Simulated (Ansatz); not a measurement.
Runs of Ansatz 0.2.0 on HfC. Symmetry: Imm2, No. 44, orthorhombic system. The conventional cell has a = 2.793 Å, b = 4.994 Å, c = 3.695 Å, α = 90.00°, β = 90.00°, γ = 90.00°. Hf (site symmetry mm2) is surrounded by 2 C at 1.80 Å. C (site symmetry mm2) has 2 Hf at 1.80 Å as nearest neighbours. The cell was built by a generator and needn't be a form met in nature.

| task | level | spin | cell | k mesh | points for each segment of the path | gap on the mesh (eV) | pressure (GPa) | relaxed volume (Å³/atom) | largest force (eV/Å) |
| --- | --- | --- | --- | --- | --- | --- | --- | --- | --- |
| single point | PBE0 | SOC, no magnetisation | as given | 5 × 5 × 5 | - | 2.20 | 65.0 | - | 11.55 |
| relaxation of cell and atoms | HSEsol | off | relaxed | 6 × 6 × 6 | - | none | 0.0 | (a) | - |
| band structure | B3LYP | off | as given | 6 × 6 × 6 | 4 | 1.48 | 71.6 | - | 11.79 |
| relaxation of cell and atoms | PBEsol0 | off | relaxed | 6 × 6 × 6 | - | none | 0.0 | 12.25 | - |
| band structure | HSE06 | off | as given | 6 × 6 × 6 | 4 | 1.12 | 66.1 | - | 11.90 |

Alike in all rows: potentials or basis Ansatz PAW; cutoff (eV) 420; smearing fermi-dirac 0.05 eV; the mesh is coarse, so values aren't converged.

**Question.** Estimate the missing entries.

**Answer.** (a) 12.26.

Caveats: all runs use coarse meshes; the PAW data sets come from PBE, with cores solved anew for the run's functional, which leaves a small shift of forces and pressure; a pressure of tens of GPa on the cell as given is suspect, and the run, the potentials or the cell itself is likely at fault (some runs); forces of over 1 eV/Å show positions far from the minimum, so gaps and moduli don't describe the material at rest (some runs); the thresholds are loose for stress (some runs); the plane-wave basis is chosen anew once the cell has moved, so the energies of steps on either side of that aren't comparable (some runs); spin-orbit coupling is left out, which moves the levels of the heavy elements (some runs); odd divisions of the mesh miss points on the zone boundary, where band edges often lie, so the gap on the mesh can be too wide (some runs).

A k mesh can miss the band edges, and rows without SOC leave out spin-orbit coupling on Hf.

A gap of «none» marks a metal or a gap under the smearing width.
